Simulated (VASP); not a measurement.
Crystal: AgBr.

```
CELL_PARAMETERS angstrom
4.05900 0.00000 0.00000
2.02950 3.51520 0.00000
2.02950 1.17173 3.31416
ATOMIC_POSITIONS crystal
Ag 0.00000 0.00000 0.00000
Br 0.50000 0.50000 0.50000
```

Base run:

```yaml
Program: VASP 6.6.1
Functional: PBE
Potentials_or_basis: VASP PAW PBE potentials, release 64 (Ag, Br)
Cutoff: 520 eV
k_mesh: 8 × 8 × 8
Occupations: gaussian, width 0.01 eV
Spin: no spin polarisation
```

Its results: band gap on the k mesh 0.67 eV, indirect (least direct gap 2.61 eV); pressure 2.3 GPa.

The run is repeated on the same cell with these changes: k mesh from 8 × 8 × 8 to 7 × 7 × 7; further incar settings from ALGO = Normal; EDIFF = 1e-06; NBANDS = 16 to ALGO = Fast; EDIFF = 1e-06; NBANDS = 16. What comes out?

Band gap on the k mesh 0.74 eV, indirect (least direct gap 2.61 eV); pressure 2.3 GPa.

Caveats: an odd mesh through Γ misses points on the zone boundary, where band edges often lie (some runs).
